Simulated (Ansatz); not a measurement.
# Moving the functional in In2O3

```
In O
1.0
     2.74350    1.58396    4.83667
    -2.74350    1.58396    4.83667
     0.00000   -3.16792    4.83667
In O
4 6
Cartesian
  0.0000 0.0000 12.4396
  0.0000 0.0000 9.3254
  0.0000 0.0000 2.0704
  0.0000 0.0000 5.1846
  -1.9259 -0.1679 6.0458
  0.8176 1.7519 6.0458
  1.1084 -1.5840 6.0458
  1.9259 0.1679 8.4642
  -0.8176 -1.7519 8.4642
  -1.1084 1.5840 8.4642
```

Kept alike: task band structure; k mesh 6 × 6 × 6; occupations fermi-dirac, width 0.05 eV; no spin polarisation. Program: Ansatz, Ansatz PAW. Cutoffs run from 420 to 500 eV. The mesh is that of the run's cell of 10 atoms. No spin-orbit coupling.

| functional | band gap (eV) | pressure (GPa) |
| --- | --- | --- |
| LDA | 1.176 | -3.20 |
| PBEsol | 1.201 | 2.05 |
| r2SCAN | 1.883 | 2.06 |

Pressure is positive in compression, with a Pulay correction for the finite cutoff. Gaps are the smaller of the mesh's and the band path's. All rows use potentials made for PBE.

Question: What does the functional change here?

Answer: The band gap runs from 1.176 (LDA) to 1.883 eV (r2SCAN). The pressure runs from -3.20 (LDA) to 2.06 GPa (r2SCAN). A positive pressure means that the functional's own cell is larger than the one given, a negative one that it is smaller.
